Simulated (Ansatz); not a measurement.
A run of Ansatz 0.2.0 is set up as follows.

input.yaml

```yaml
crystal:
  lattice:
    - [-1.9814305318, 1.9814305318, 1.9814305318]
    - [1.9814305318, -1.9814305318, 1.9814305318]
    - [1.9814305318, 1.9814305318, -1.9814305318]
  atoms:
    - { symbol: Bi, position: [0.0, 0.0, 0.0] }
kpoints:
  mp_grid: { grid: [4, 4, 4] }
scf:
  occupations: { method: fermi_dirac, width: 0.02 }
hamiltonian:
  xc: pbe
  pseudopotentials: { kind: all_electron, lapw: { basis_error: 0.003 } }
output:
  forces: true
  stress: true
  eigenvalues: true
```

Potentials or basis: all-electron LAPW, scalar-relativistic.

Launch:

```console
$ ansatz run input.yaml --threads 1 --pin off --max-ram 3072MiB --backend cpu --events-out ev --progress --plain --runs-dir out
```

Question: What does it give for the pressure?

Answer: 2.4 GPa.

Question: What does it give for the band gap on the k mesh?

Answer: None (metal or under the smearing width).

Caveat: the k mesh is coarse (spacing up to 0.56 Å⁻¹), so the values aren't converged; spin-orbit coupling is left out, which moves the levels of the heavy elements.
